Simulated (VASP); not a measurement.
A run of VASP 6.6.1:

The input POSCAR:

```
Hf
1.0
   -1.8050000000      1.8050000000      1.8050000000
    1.8050000000     -1.8050000000      1.8050000000
    1.8050000000      1.8050000000     -1.8050000000
Hf
1
Direct
    0.0000000000      0.0000000000      0.0000000000
```

Contents of INCAR.step1:

```
SYSTEM = Hf
PREC = Accurate
ENCUT = 520
EDIFF = 1E-6
ISMEAR = -1
SIGMA = 0.08
LREAL = .False.
LASPH = .True.
NELM = 100
ALGO = Normal
ISIF = 2
LWAVE = .False.
LCHARG = .True.
LMAXMIX = 4
GGA = PE
NBANDS = 11
```

Contents of KPOINTS.step1:

```
regular mesh
0
Gamma
  16 16 16
  0 0 0
```

The input INCAR.step2:

```
SYSTEM = Hf
PREC = Accurate
ENCUT = 520
EDIFF = 1E-6
ISMEAR = -5
SIGMA = 0.08
LREAL = .False.
LASPH = .True.
NELM = 100
ALGO = Normal
ISIF = 2
LWAVE = .False.
LCHARG = .False.
LMAXMIX = 4
GGA = PE
LORBIT = 10
NBANDS = 11
NEDOS = 1001
ICHARG = 11
```

The input KPOINTS.step2:

```
regular mesh
0
Gamma
  24 24 24
  0 0 0
```

Potentials or basis: VASP PAW PBE potentials, release 64 (Hf_pv).

Launch:

```sh
$ cat potpaw_PBE.64/Hf_pv/POTCAR > POTCAR
$ cp INCAR.step1 INCAR
$ cp KPOINTS.step1 KPOINTS
$ mpirun -np 1 vasp_std > vasp.out
$ cp INCAR.step2 INCAR
$ cp KPOINTS.step2 KPOINTS
$ mpirun -np 1 vasp_std > vasp.out
```

Hardware: 1 thread of Intel(R) Xeon(R) 6975P-C (Granite Rapids), on a shared host.

Q: How long does it take, and how much memory?

A: Wall time 26 s on 1 thread of Intel(R) Xeon(R) 6975P-C (Granite Rapids), on a shared host, peak memory 0.25 GiB. Counts: scf iterations 6, k points 413.
